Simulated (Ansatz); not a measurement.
**TiSe under changes of volume**

One of the cells (17.058 Å³/atom); the others are scaled copies at fixed shape and fractional positions:

```xyz
4
Lattice="3.5590 0.0000 0.0000 -1.7795 3.0822 0.0000 0.0000 0.0000 6.2200" Properties=species:S:1:pos:R:3 pbc="T T T"
Se    1.7795    1.0274    4.6650
Se    0.0000    2.0548    1.5550
Ti    0.0000    0.0000    3.1100
Ti    0.0000    0.0000    0.0000
```

| Item | Value |
| --- | --- |
| Program | Ansatz 0.2.0 |
| Functional | LDA |
| Potentials or basis | Ansatz PAW |
| Cutoff | 420 eV (not typed: the program's choice for these potentials) |
| k mesh | 9 × 9 × 5 |
| Occupations | fermi-dirac, width 0.05 eV |
| Spin | no spin polarisation |

```tsv
volume (Å³/atom)	energy over the lowest point (meV/atom)	pressure (GPa)
16.034	?	?
16.375	0.00	1.2
16.716	0.61	-1.5
17.058	6.69	-4.0
17.399	17.66	-6.1
17.740	32.98	-8.1
18.081	52.19	-9.8
```

Question: What does the run at 16.034 Å³/atom give?

Answer: Energy over the lowest point 5.51 meV/atom; pressure 4.2 GPa.

Worked out: A Birch-Murnaghan fit of order 3 (a polynomial in V^(-2/3)) to the other rows has its minimum at 16.51 Å³/atom with B0 = V·E''(V) = 133 GPa and B' = 4.5 at fixed shape and positions, which overstates the stiffness. It gives 5.52 meV/atom at 16.034 Å³/atom, against the run's 5.51, and -dE/dV = 4.1 GPa, against 4.2.

Energies are extrapolated to zero smearing.

Caveats: the PAW data sets come from PBE, with cores solved anew for the run's functional, which leaves a small shift of forces and pressure.
